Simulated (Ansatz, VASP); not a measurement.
P: VASP beside Ansatz

```
P
1.0
     4.16608    0.00000    0.00000
     0.00000    4.16608    0.00000
     0.00000    0.00000    4.37800
P
1
Direct
  0.00000 0.00000 0.00000
```

Change from the starting cell: strain -0.025 along x and y, +0.000 along z, atoms carried along.

Alike in both runs: task single point; functional PBEsol; k mesh 12 × 12 × 12; occupations gaussian, width 0.15 eV; no spin polarisation.

```csv
,VASP,Ansatz
version,VASP 6.6.1,Ansatz 0.2.0
potentials or method,"VASP PAW PBE potentials, release 64 (P)","scalar-relativistic, plane waves, PAW"
plane-wave cutoff (eV),520,420
valence electrons in the cell,5,5
```

|  | VASP | Ansatz | Ansatz less VASP |
| --- | --- | --- | --- |
| gap on the k mesh at the Fermi level (eV) | none | none | - |
| pressure (GPa) | -4.3 | -4.3 | +0.01 |
| largest component of the traceless stress (GPa) | 0.61 | 0.61 | 0.000 |

A gap of «none» marks a metal or a gap that the smearing closes.

Caveats: the PAW data sets were made with another functional, which shifts forces and pressure a little (VASP).
